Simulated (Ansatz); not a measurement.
A run of Ansatz 0.2.0 is set up as follows.

Contents of input.yaml:

```yaml
crystal:
  lattice:
    - [0.0, 2.2239077028, 2.2239077028]
    - [2.2239077028, 0.0, 2.2239077028]
    - [2.2239077028, 2.2239077028, 0.0]
  atoms:
    - { symbol: Mn, position: [0.0, 0.0, 0.0], spin: 4.0 }
    - { symbol: O, position: [0.5, 0.5, 0.5] }
hamiltonian:
  xc: r2scan
  pseudopotentials: { kind: paw }
magnetization:
  spin_polarized: true
kpoints:
  mp_grid: { grid: [10, 10, 10] }
  band_path:
    path:
      - [[0.0, 0.0, 0.0], [0.5, 0.0, 0.5], [0.5, 0.25, 0.75], [0.375, 0.375, 0.75], [0.0, 0.0, 0.0], [0.5, 0.5, 0.5], [0.625, 0.25, 0.625], [0.5, 0.25, 0.75], [0.5, 0.5, 0.5], [0.375, 0.375, 0.75]]
      - [[0.625, 0.25, 0.625], [0.5, 0.0, 0.5]]
    npoints: 14
scf:
  occupations: { method: fermi_dirac, width: 0.05 }
  n_extra_bands: 6
output:
  forces: true
  stress: true
  eigenvalues: true
  fatbands: false
```

Potentials or basis: Ansatz PAW.

Command:

```console
$ ansatz run input.yaml --threads 2 --pin off --max-ram 5632MiB --backend cpu --events-out ev --progress --plain --runs-dir out
```

(1) Predict the absolute moment.

(2) Estimate the pressure.

(3) Estimate the site moments.

Results:

(1) 5.00 μB per cell.

(2) 0.3 GPa.

(3) Mn +4.26; O +0.26 μB.

Caveat: the magnetic or orbital state may not be the lowest; a cell with one magnetic atom can't hold antiferromagnetic order, which such compounds often take; semilocal functionals often make such compounds metallic where correlation or magnetic order opens a gap, which also shifts bond lengths; the PAW data sets come from PBE, with cores solved anew for the run's functional, which leaves a small shift of forces and pressure.
